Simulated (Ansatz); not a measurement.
# Pb (Fd-3m) in Ansatz: further runs

Runs on Pb. Level: PBEsol. Tasks: single point.

Everything below comes from runs of Ansatz 0.2.0. Logs are shortened: lines on timing, memory, paths and dates and some standing lists are left out, and cuts for length are marked.

## 1. The structure

It takes space group Fd-3m (No. 227, cubic). Conventional cell: a = 6.878 Å, b = 6.878 Å, c = 6.878 Å, α = 90.00°, β = 90.00°, γ = 90.00°. Pb (site symmetry -43m) is surrounded by 4 Pb at 2.98 Å.

This isn't the form of Pb at room conditions, which is fcc.

## 2. Single point, PBEsol, 39.05 Å³/atom

Input file input.yaml:

```yaml
crystal:
  lattice:
    - [0.0, 3.4390000555, 3.3014400533]
    - [3.4390000555, 0.0, 3.3014400533]
    - [3.4390000555, 3.4390000555, 0.0]
  atoms:
    - { symbol: Pb, position: [0.25, 0.25, 0.25] }
    - { symbol: Pb, position: [0.0, 0.0, 0.0] }
hamiltonian:
  xc: pbesol
  pseudopotentials: { kind: paw }
kpoints:
  mp_grid: { grid: [6, 6, 6] }
scf:
  occupations: { method: fermi_dirac, width: 0.05 }
output:
  forces: true
  stress: true
  eigenvalues: true
```

Potentials or basis: Ansatz PAW.

On the command line:

```console
$ ansatz run input.yaml --threads 2 --pin off --max-ram 5632MiB --backend cpu --events-out ev --progress --plain --runs-dir out
```

What it wrote:

```text
Warning: RAYON_NUM_THREADS=2 ignored (pool sized by the plan → 2); use --threads N
Engine: ansatz 0.2.0, x86_64-unknown-linux-gnu
Pseudopotentials: kind: paw
Pseudopotential: Pb, paw, valence charge 14, recommended cutoff 420 eV (normal), Pb.paw.azcp
Functional definition: PBEsol
  exchange = pbesol_x
  correlation = pbesol_c
Crystal: 2 atoms, lattice volume = 78.090 Å³
Basis set: ecut = 420 eV, 1503 PW (Γ), exchange–correlation on 64×64×72 points (8 copies of the dense FFT grid, shifted against one another)
Bands: 18, of which v1, the nominal top of the filled ones, is band 14 counted from 1 (13 counted from 0)
Symmetry: 16 space group operations
Space group: I41/amd (ITA 141), of the structure as read, at distance tolerance 4.3e-5 Å
k-points: 30 of 216
Non-local potential: Pb, projectors of the file, l = 0: 2, l = 1: 2, l = 2: 2, l = 3: 2
PAW form: soft (Blöchl's): semilocal exchange-correlation on the pseudo side does not see the compensation charge
PAW frozen core: Pb, regenerated for the run's functional, and the local potential with it (the file was generated under x = pbe(κ = 0.804, μ = 0.2195149727645171), c = pbe(β = 0.06672455060314922))
PAW one-centre angular grid: Pb, 590 points (default); XC on 64 Gauss nodes
Initial density: superposition of atomic densities (neutral atoms: chi_scale 0, normalization atom), corrected by the library's trained network
Initial wavefunctions: pseudopotential atomic-orbital guess
Functional: x = pbesol(κ = 0.804, μ = 0.12345679012345678), c = pbesol(β = 0.046)
SCF iter   1: F=—  HF=-23509.202839 eV  |F-HF|=—  |Δ(HF+E_count)|=         —  Δρ=2.00e-3  dr2=4.32e-3  ethr=1.77e-3  ⟨swp⟩=6.5  Hψ=2892  notcnv=0
preconditioner: auto → Kerker (q_TF=auto, 2.300 Å⁻¹)  [metal: Δε(μ)=0.203 eV  Ē_g=16.800 eV  σ=0.050 eV  W_gap=0.50  n_scr=14 (ndim 8)  ℏωp=22.2 eV  f_vac=0.107  D(μ)=1.10/eV (n_scr^D=0)]
SCF iter   2: F=—  HF=-23509.199886 eV  |F-HF|=—  |Δ(HF+E_count)|=   2.95e-3  Δρ=1.15e-3  dr2=1.78e-3  ethr=1.54e-5  ⟨swp⟩=2.6  Hψ=1226  notcnv=0
SCF iter   3: F=—  HF=-23509.199636 eV  |F-HF|=—  |Δ(HF+E_count)|=   2.51e-4  Δρ=4.92e-4  dr2=2.08e-4  ethr=6.37e-6  ⟨swp⟩=2.0  Hψ=960  notcnv=0
SCF iter   4: F=—  HF=-23509.199708 eV  |F-HF|=—  |Δ(HF+E_count)|=   7.22e-5  Δρ=3.39e-4  dr2=1.35e-4  ethr=7.43e-7  ⟨swp⟩=2.0  Hψ=928  notcnv=0
SCF iter   5: F=—  HF=-23509.199707 eV  |F-HF|=—  |Δ(HF+E_count)|=   1.18e-6  Δρ=1.48e-4  dr2=2.22e-5  ethr=4.84e-7  ⟨swp⟩=3.0  Hψ=998  notcnv=0
SCF iter   6: F=—  HF=-23509.199709 eV  |F-HF|=—  |Δ(HF+E_count)|=   2.18e-6  Δρ=1.55e-5  dr2=3.04e-7  ethr=7.91e-8  ⟨swp⟩=2.0  Hψ=956  notcnv=0
SCF iter   7: F=-23509.199709 eV  HF=-23509.199709 eV  |F-HF|=3.10e-9  |Δ(HF+E_count)|=   3.24e-7  Δρ=4.26e-6  dr2=1.28e-8  ethr=3.57e-10  ⟨swp⟩=7.2  Hψ=2678  notcnv=0
SCF 1 converged in 7 iterations: F = -23509.199709 eV  dr2 = 1.28e-8
SCF converged after 7 iterations
Free energy (F): -23509.199709 eV
Harris-Foulkes:  -23509.199709 eV  (|F-HF|=3.10e-9)
Internal energy: -23509.191757 eV  (E = F + TS)
E sigma→0 (E₀):  -23509.195733 eV
Entropy (-TS):   -0.007953 eV (-3.976 meV/atom)
Fermi energy:    7.288046 eV
--- Per-component energies (eV) ---
  E_band       = -172.143166
  E_kinetic    = 582.237280
  E_local      = -2687.302768  (includes V_loc(G=0)·N_el)
  E_nonlocal   = 703.760630
  E_hartree    = 1086.268595
  E_xc         = -436.684875
  E_vxc        = -264.114332  (∫ρ·V_xc dr)
  E_paw        = -20516.312940  (= ΣΔE_a)
  E_vpaw       = -679.255921  (= ΣTr[D̂ρ^β])
  E_aug_tail   = 0.000102  (compensation charges beyond the density's cutoff)
  E_ewald      = -2241.282013
  E_core_change = 0.124233  (= ΣΔE_core)
  E_smearing   = -0.007953  (= −TS)
  E_closure    = -0.000000  (closes the sum)
  Σ components = -23509.199709   (vs F -23509.199709, Δ=0.00e0)
--- Forces (eV/Å), atoms counted from 1 ---
  atom   1  Pb     0.00000000     0.00000000     0.00000000
  atom   2  Pb    -0.00000000     0.00000000     0.00000000
  max |Σ_I F_I| component: 0.00e0 eV/Å
--- Stress (GPa, compression-positive) ---
        1.929623       0.000000       0.000000
        0.000000       1.929623       0.000000
        0.000000       0.000000       2.100445
  P = ⅓ Tr σ = 1.9866 GPa (19.866 kbar)
--- Band table (eV; the first three rows and the last of 30) ---
  k-point 0: bands = ["-9.8604", "-9.8324", "-9.8324", "-9.7639", "-9.7488", "-9.2911", "-9.2911", "-9.2566", "-9.2560", "-9.2352", "-3.9988", "3.6852", "7.7257", "7.7257", "7.9833", "9.7175", "9.8936", "9.8936"]
  k-point 1: bands = ["-9.8781", "-9.8579", "-9.8347", "-9.7235", "-9.7122", "-9.3289", "-9.3192", "-9.2883", "-9.2157", "-9.2096", "-3.7500", "2.7880", "7.2760", "7.2858", "7.4873", "10.2335", "10.4042", "10.5426"]
  k-point 2: bands = ["-9.9018", "-9.8771", "-9.8234", "-9.6791", "-9.6706", "-9.3679", "-9.3467", "-9.3223", "-9.2007", "-9.1783", "-3.0863", "1.1449", "6.6389", "6.6912", "6.9297", "10.8541", "10.9197", "12.4695"]
  k-point 29: bands = ["-9.8979", "-9.8979", "-9.7182", "-9.7182", "-9.4968", "-9.4968", "-9.4031", "-9.4031", "-9.1694", "-9.1694", "-1.1264", "-1.1264", "5.1657", "5.1657", "8.0714", "8.0714", "14.8774", "14.8774"]
```

Run time: 1.5 s. Hardware: 2 threads of Intel Xeon Platinum 8259CL at 2.50GHz (Skylake/Cascade Lake), shared host; peak memory 0.41 GiB.

Results:

```
Free energy            : -23509.1997 eV
Pressure               : 2.0 GPa
Band gap on the k mesh : none (metal or under the smearing width)
```

Caveat: the PAW data sets come from PBE, with cores solved anew for the run's functional, which leaves a small shift of forces and pressure.

## 3. Single point, PBEsol, 39.86 Å³/atom

Edit input.yaml of step 2 so:

```diff
@@ -2,4 +2,4 @@
   lattice:
-    - [0.0, 3.4390000555, 3.3014400533]
-    - [3.4390000555, 0.0, 3.3014400533]
+    - [0.0, 3.4390000555, 3.3702200544]
+    - [3.4390000555, 0.0, 3.3702200544]
     - [3.4390000555, 3.4390000555, 0.0]
```

Potentials or basis: Ansatz PAW.

On the command line:

```console
$ ansatz run input.yaml --threads 2 --pin off --max-ram 5632MiB --backend cpu --events-out ev --progress --plain --runs-dir out
```

Run time: 1.5 s. Hardware: 2 threads of Intel Xeon Platinum 8259CL at 2.50GHz (Skylake/Cascade Lake), shared host; peak memory 0.42 GiB.

Results (log left out):

```
Free energy            : -23509.2168 eV
Pressure               : 1.2 GPa
Band gap on the k mesh : none (metal or under the smearing width)
```

Caveat: the PAW data sets come from PBE, with cores solved anew for the run's functional, which leaves a small shift of forces and pressure.
